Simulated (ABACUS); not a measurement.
# BaTiO3 (P4mm) in ABACUS: reference runs

Reference runs on BaTiO3: the cell as given and a disturbed copy.

Everything below comes from runs of ABACUS 3.10.1. Logs are shortened: lines on timing, memory, paths and dates and some standing lists are left out, and cuts for length are marked.

## 1. The structure

Symmetry: P4mm, No. 99, tetragonal system. Conventional cell: a = 4.000 Å, b = 4.000 Å, c = 4.018 Å, α = 90.00°, β = 90.00°, γ = 90.00°. Around Ba (site symmetry 4mm) lie 12 O at 2.79 to 2.88 Å. Around Ti (site symmetry 4mm) lie 6 O at 1.89 to 2.13 Å. O (site symmetry 2mm) has 2 Ti at 2.00 Å as nearest neighbours. Around O (site symmetry 4mm) lie 2 Ti at 1.89 to 2.13 Å.

## 2. Single point, PBEsol

File INPUT:

```
INPUT_PARAMETERS
suffix              BaTiO3
calculation         scf
basis_type          pw
pseudo_dir          ./
symmetry            1
dft_functional      pbesol
ecutwfc             84
pseudo_rcut         7
nspin               1
nbands              24
ks_solver           dav
smearing_method     fd
smearing_sigma      0.00367493
scf_thr             1e-08
scf_nmax            100
mixing_type         broyden
mixing_beta         0.7
cal_force           1
cal_stress          1
kpar                4
```

File STRU:

```
ATOMIC_SPECIES
Ba 137.3270 Ba.upf
Ti 47.8670 Ti.upf
O 15.9990 O.upf

LATTICE_CONSTANT
1.8897261246

LATTICE_VECTORS
3.9998000000 0.0000000000 0.0000000000
0.0000000000 3.9998000000 0.0000000000
0.0000000000 0.0000000000 4.0180000000

ATOMIC_POSITIONS
Direct

Ba
0.0
1
0.0000000000 0.0000000000 0.0000000000 1 1 1

Ti
0.0
1
0.5000000000 0.5000000000 0.4900000000 1 1 1

O
0.0
3
0.0000000000 0.5000000000 0.5170000000 1 1 1
0.5000000000 0.0000000000 0.5170000000 1 1 1
0.5000000000 0.5000000000 0.0190000000 1 1 1
```

File KPT:

```
K_POINTS
0
Gamma
7 7 7 0 0 0
```

Potentials or basis: PseudoDojo NC SR 0.4.1 PBEsol standard, plane waves.

On the command line:

```bash
OMP_NUM_THREADS=1 mpirun -np 4 abacus > log
```

running log:

```text
ABACUS v3.10.1

               Atomic-orbital Based Ab-initio Computation at UStc

 ------------------------------------------------------------------------------------

 READING GENERAL INFORMATION
                           global_out_dir = OUT.BaTiO3/
                           global_in_card = INPUT
                               pseudo_dir = ./
                              orbital_dir =
                                    DSIZE = 4
                                    GSIZE = 1

 READING UNITCELL INFORMATION
                                    ntype = 3
                  lattice constant (Bohr) = 1.88973
              lattice constant (Angstrom) = 1

 READING ATOM TYPE 1
                               atom label = Ba
                      L=0, number of zeta = 1
                      L=1, number of zeta = 1
                      L=2, number of zeta = 1
             number of atom for this type = 1

 READING ATOM TYPE 2
                               atom label = Ti
                      L=0, number of zeta = 1
                      L=1, number of zeta = 1
                      L=2, number of zeta = 1
             number of atom for this type = 1

 READING ATOM TYPE 3
                               atom label = O
                      L=0, number of zeta = 1
                      L=1, number of zeta = 1
                      L=2, number of zeta = 1
             number of atom for this type = 3

                        TOTAL ATOM NUMBER = 5
DIRECT COORDINATES
    atom                   x                   y                   z     mag                  vx                  vy                  vz
taud_Ba1            0.0000000000        0.0000000000        0.0000000000  0.0000        0.0000000000        0.0000000000        0.0000000000
taud_Ti1            0.5000000000        0.5000000000        0.4900000000  0.0000        0.0000000000        0.0000000000        0.0000000000
taud_O1            0.0000000000        0.5000000000        0.5170000000  0.0000        0.0000000000        0.0000000000        0.0000000000
taud_O2            0.5000000000        0.0000000000        0.5170000000  0.0000        0.0000000000        0.0000000000        0.0000000000
taud_O3            0.5000000000        0.5000000000        0.0190000000  0.0000        0.0000000000        0.0000000000        0.0000000000

                          Volume (Bohr^3) = 433.794
                             Volume (A^3) = 64.2815

 Lattice vectors: (Cartesian coordinate: in unit of a_0)
              +3.9998                  +0                  +0
                   +0             +3.9998                  +0
                   +0                  +0              +4.018
 Reciprocal vectors: (Cartesian coordinate: in unit of 2 pi/a_0)
            +0.250013                  -0                  +0
                   -0           +0.250013                  -0
                   +0                  -0            +0.24888
 The esolver type has been set to : ksdft_pw

                PAO radial cut off (Bohr) = 7

 Read in pseudopotential file is Ba.upf
                     pseudopotential type = NC
          exchange-correlation functional = PBESOL
                 nonlocal core correction = 1
                        valence electrons = 10
                                     lmax = 2
                           number of zeta = 3
                     number of projectors = 6
                           L of projector = 0
[... 5 lines left out ...]
                PAO radial cut off (Bohr) = 7

 Read in pseudopotential file is Ti.upf
                     pseudopotential type = NC
          exchange-correlation functional = PBESOL
                 nonlocal core correction = 1
                        valence electrons = 12
                                     lmax = 2
                           number of zeta = 4
                     number of projectors = 6
                           L of projector = 0
[... 5 lines left out ...]
                PAO radial cut off (Bohr) = 7

 Read in pseudopotential file is O.upf
                     pseudopotential type = NC
          exchange-correlation functional = PBESOL
                 nonlocal core correction = 1
                        valence electrons = 6
                                     lmax = 2
                           number of zeta = 2
                     number of projectors = 5
                           L of projector = 0
                           L of projector = 0
                           L of projector = 1
                           L of projector = 1
                           L of projector = 2
     initial pseudo atomic orbital number = 27

 SETUP THE ELECTRONS NUMBER
            electron number of element Ba = 10
      total electron number of element Ba = 10
            electron number of element Ti = 12
      total electron number of element Ti = 12
             electron number of element O = 6
       total electron number of element O = 18
            AUTOSET number of electrons:  = 40
                           occupied bands = 20
                                   NBANDS = 24
                                   NLOCAL = 45

%%%%%%%%%%%%%%%%%%%%%%%%%%%%%%%%%%%%%%%%%%%%%%%%%%%%%%%%%%%%%%%%%%%%%%%%%%%%%%%%%%%%%%%%%%%%%%%%%%%%%%%%%%
 Warning: the number of valence electrons in pseudopotential > 2 for Ba: [Xe] 6s2
 Warning: the number of valence electrons in pseudopotential > 4 for Ti: [Ar] 3d2 4s2
 Pseudopotentials with additional electrons can yield (more) accurate outcomes, but may be less efficient.
 If you're confident that your chosen pseudopotential is appropriate, you can safely ignore this warning.
%%%%%%%%%%%%%%%%%%%%%%%%%%%%%%%%%%%%%%%%%%%%%%%%%%%%%%%%%%%%%%%%%%%%%%%%%%%%%%%%%%%%%%%%%%%%%%%%%%%%%%%%%%

 SETUP THE PLANE WAVE BASIS
 energy cutoff for charge/potential (unit:Ry) = 336
[... 52 lines left out ...]
                   SPACE GROUP OPERATIONS = 8
                                       C2 = 1
                                       C3 = 0
                                       C4 = 2
                                       C6 = 0
                                       S1 = 4
                                       S3 = 0
                                       S4 = 0
                                       S6 = 0
                              POINT GROUP = C_4v
                                       C2 = 1
                                       C3 = 0
                                       C4 = 2
                                       C6 = 0
                                       S1 = 4
                                       S3 = 0
                                       S4 = 0
                                       S6 = 0
               POINT GROUP IN SPACE GROUP = C_4v

 SETUP K-POINTS
                                    nspin = 1
                   Input type of k points = Monkhorst-Pack(Gamma)
                                   nkstot = 343
                       right hand lattice = 1
(for reciprocal lattice: )
                             BRAVAIS TYPE = 5
                     BRAVAIS LATTICE NAME = 05. Tetrogonal P (simple)
                                    ibrav = 5
                       right hand lattice = 1
(for k-lattice: )
                             BRAVAIS TYPE = 5
                     BRAVAIS LATTICE NAME = 05. Tetrogonal P (simple)
                                    ibrav = 5
                       right hand lattice = 1
                        ROTATION MATRICES = 16
                               nkstot_ibz = 40
K-POINTS REDUCTION ACCORDING TO SYMMETRY
     IBZ    DIRECT_X    DIRECT_Y    DIRECT_Z  WEIGHT  ibz2bz
       1  0.00000000  0.00000000  0.00000000  0.0029       0
       2  0.14285714  0.00000000  0.00000000  0.0117       1
       3  0.28571429  0.00000000  0.00000000  0.0117       2
       4  0.42857143  0.00000000  0.00000000  0.0117       3
       5  0.14285714  0.14285714  0.00000000  0.0117       8
       6  0.28571429  0.14285714  0.00000000  0.0233       9
[... 22 lines left out ...]
      29  0.42857143  0.28571429  0.28571429  0.0466     115
      30  0.42857143  0.42857143  0.28571429  0.0233     122
[... 10 further k points ...]

                               nkstot now = 40
[... K-POINTS DIRECT COORDINATES: 40 rows ...]

           k-point number in this process = 10
       minimum distributed K point number = 10
[... stars of the k points ...]

[... K-POINTS CARTESIAN COORDINATES: 10 rows ...]

[... K-POINTS DIRECT COORDINATES: 10 rows ...]

 SETUP PLANE WAVES FOR WAVE FUNCTIONS
     energy cutoff for wavefunc (unit:Ry) = 84
              fft grid for wave functions = [ 45, 45, 45 ]
                    number of plane waves = 6627
                         number of sticks = 421

 PARALLEL PW FOR WAVE FUNCTIONS
     PROC   COLUMNS(POT)             PW
        1            421           6627
 --------------- sum -------------------
        1            421           6627

 SETUP NONLOCAL PSEUDOPOTENTIALS IN PLANE WAVE BASIS
 Ba non-local projectors:
 projector 1 L=0
 projector 2 L=0
 projector 3 L=1
 projector 4 L=1
 projector 5 L=2
 projector 6 L=2
 Ti non-local projectors:
 projector 1 L=0
 projector 2 L=0
 projector 3 L=1
 projector 4 L=1
 projector 5 L=2
 projector 6 L=2
 O non-local projectors:
 projector 1 L=0
 projector 2 L=0
 projector 3 L=1
 projector 4 L=1
 projector 5 L=2
      TOTAL NUMBER OF NONLOCAL PROJECTORS = 75

 Init Non-Local PseudoPotential table :
 Init Non-Local-Pseudopotential done.

                                     npwx = 5640

 Make real space PAO into reciprocal space.
       max mesh points in Pseudopotential = 701
     dq(describe PAO in reciprocal space) = 0.01
                                    max q = 1104

 number of pseudo atomic orbitals for Ba is 3
WARNING: norm of atomic wavefunction # 2 of atomic type Ba is 0.999994, renormalized
WARNING: norm of atomic wavefunction # 3 of atomic type Ba is 0.950193, renormalized

 number of pseudo atomic orbitals for Ti is 4
WARNING: norm of atomic wavefunction # 3 of atomic type Ti is 0.999523, renormalized
WARNING: norm of atomic wavefunction # 4 of atomic type Ti is 0.990928, renormalized

 number of pseudo atomic orbitals for O is 2
WARNING: norm of atomic wavefunction # 2 of atomic type O is 0.999978, renormalized

 -------------------------------------------
 SELF-CONSISTENT
 -------------------------------------------
                                 init_chg = atomic

 PW ALGORITHM --------------- ION=   1  ELEC=   1--------------------------------

 Density error is 1.84404456602
                          Error Threshold = 0.01
----------------------------------------------------------
     Energy           Rydberg                 eV
----------------------------------------------------------
 E_KohnSham     -273.4920015757      -3721.0495788547
 E_Harris       -272.7648464748      -3711.1561261524
 E_Fermi        0.7606266666         10.3488567165
----------------------------------------------------------
[... 135 lines left out ...]
 Density error is 1.34967473936e-09
                          Error Threshold = 4.04295788864e-11
----------------------------------------------------------
     Energy           Rydberg                 eV
----------------------------------------------------------
 E_KohnSham     -274.3875481493      -3733.2341150803
 E_KS(sigma->0) -274.3875481493      -3733.2341150799
 E_Harris       -274.3876732346      -3733.2358169532
 E_band         -10.4971589870       -142.8211750351
 E_one_elec     -71.2613748650       -969.5607454784
 E_Hartree      59.3165234526        807.0427045059
 E_xc           -55.4427362791       -754.3371261066
 E_Ewald        -206.9999604578      -2816.3789480004
 E_entropy(-TS) -0.0000000001        -0.0000000007
 E_descf        0.0000000000         0.0000000000
 E_exx          0.0000000000         0.0000000000
 E_Fermi        0.8202525462         11.1601084269
----------------------------------------------------------

 charge density convergence is achieved
 final etot is -3733.2341151 eV
 EFERMI = 11.160108427 eV

 STATE ENERGY(eV) AND OCCUPATIONS    NSPIN == 1
 1/10 kpoint (Cartesian) = 0.0000 0.0000 0.0000 (5631 pws)
       1       -46.0243     0.00583090
       2       -22.4002     0.00583090
       3       -22.3695     0.00583090
       4       -22.3695     0.00583090
       5       -14.5058     0.00583090
       6       -6.52334     0.00583090
[... 146 lines left out ...]
      23        13.2719    2.11929e-20
      24        14.7293    4.64956e-33

[... levels at 4 further k points ...]

------------------------------------------------------------------------------------------
 TOTAL-FORCE (eV/Angstrom)
------------------------------------------------------------------------------------------
                       Ba1         0.0000000000         0.0000000000         0.0347629265
                       Ti1         0.0000000000         0.0000000000        -0.1715544467
                        O1         0.0000000000         0.0000000000        -0.1149644823
                        O2         0.0000000000         0.0000000000        -0.1149644823
                        O3         0.0000000000         0.0000000000         0.3667204849
------------------------------------------------------------------------------------------

----------------------------------------------------------------
 TOTAL-STRESS (KBAR)
----------------------------------------------------------------
       -38.3023730148         0.0000000000         0.0000000000
         0.0000000000       -38.3023730148         0.0000000000
         0.0000000000         0.0000000000       -29.3819400606
----------------------------------------------------------------
 TOTAL-PRESSURE: -35.328895 KBAR

 --------------------------------------------
 !FINAL_ETOT_IS -3733.2341150802503762 eV
 --------------------------------------------
```

It took 47 s on 4 MPI ranks of Intel Xeon Platinum 8259CL at 2.50GHz (Skylake/Cascade Lake), shared host; peak memory 0.56 GiB.

What came out:

```yaml
Free_energy: -3733.2341 eV
Pressure: -3.5 GPa
Largest_force: 0.367 eV/Å
Band_gap_on_the_k_mesh: 1.88 eV, indirect (least direct gap 2.06 eV)
```

Forces in eV/Å, atoms in the order of the input:
```
Ba   0.000  0.000  0.035
Ti   0.000  0.000 -0.172
O    0.000  0.000 -0.115
O    0.000  0.000 -0.115
O    0.000  0.000  0.367
```

Stress tensor (GPa, compression positive):
```
-3.83  0.00  0.00
 0.00 -3.83  0.00
 0.00  0.00 -2.94
```

Caveat: this release of the barium file is off; there are fewer bands than atomic start orbitals, so a level may be missed at k points of high symmetry; spin-orbit coupling is left out, which moves the levels of the heavy elements; an odd mesh through Γ misses points on the zone boundary, where band edges often lie.

## 3. Single point, PBEsol (atoms moved at random, drawn with an rms of 0.05 Å)

INPUT is that of step 2.

File STRU:

```
ATOMIC_SPECIES
Ba 137.3270 Ba.upf
Ti 47.8670 Ti.upf
O 15.9990 O.upf

LATTICE_CONSTANT
1.8897261246

LATTICE_VECTORS
3.9998000000 0.0000000000 0.0000000000
0.0000000000 3.9998000000 0.0000000000
0.0000000000 0.0000000000 4.0180000000

ATOMIC_POSITIONS
Direct

Ba
0.0
1
-0.0099110000 0.0153840000 -0.0038750000 1 1 1

Ti
0.0
1
0.4968850000 0.5003450000 0.4933810000 1 1 1

O
0.0
3
-0.0036910000 0.5004510000 0.5125520000 1 1 1
0.5134300000 0.0004610000 0.5216300000 1 1 1
0.5064820000 0.4930380000 0.0246330000 1 1 1
```

KPT is that of step 2.

Potentials or basis: PseudoDojo NC SR 0.4.1 PBEsol standard, plane waves.

On the command line:

```bash
OMP_NUM_THREADS=1 mpirun -np 4 abacus > log
```

Run time: 3.1 min. Hardware: 4 MPI ranks of Intel Xeon Platinum 8259CL at 2.50GHz (Skylake/Cascade Lake), shared host; peak memory 0.84 GiB.

It converged, with:

- Free energy: -3733.1966 eV
- Pressure: -3.0 GPa
- Largest force: 0.494 eV/Å
- Band gap on the k mesh: 1.90 eV, indirect (least direct gap 2.07 eV)

Forces in eV/Å, atoms in the order of the input:
```
Ba   0.238 -0.377  0.213
Ti   0.009  0.167 -0.318
O    0.438  0.054  0.070
O   -0.412 -0.046 -0.117
O   -0.273  0.202  0.152
```

Stress tensor (GPa, compression positive):
```
-3.24 -0.20  0.45
-0.20 -3.63 -0.19
 0.45 -0.19 -2.23
```

Levels at points of the mesh, in eV from the valence-band top:
```csv
k point,band 17,band 18,band 19,band 20,band 21,band 22,band 23,band 24
"(0.00, 0.00, 0.00)",-1.07,-0.24,-0.21,-0.17,1.90,2.07,2.15,4.18
```

Caveat: this release of the barium file is off; there are fewer bands than atomic start orbitals, so a level may be missed at k points of high symmetry; spin-orbit coupling is left out, which moves the levels of the heavy elements; an odd mesh through Γ misses points on the zone boundary, where band edges often lie.
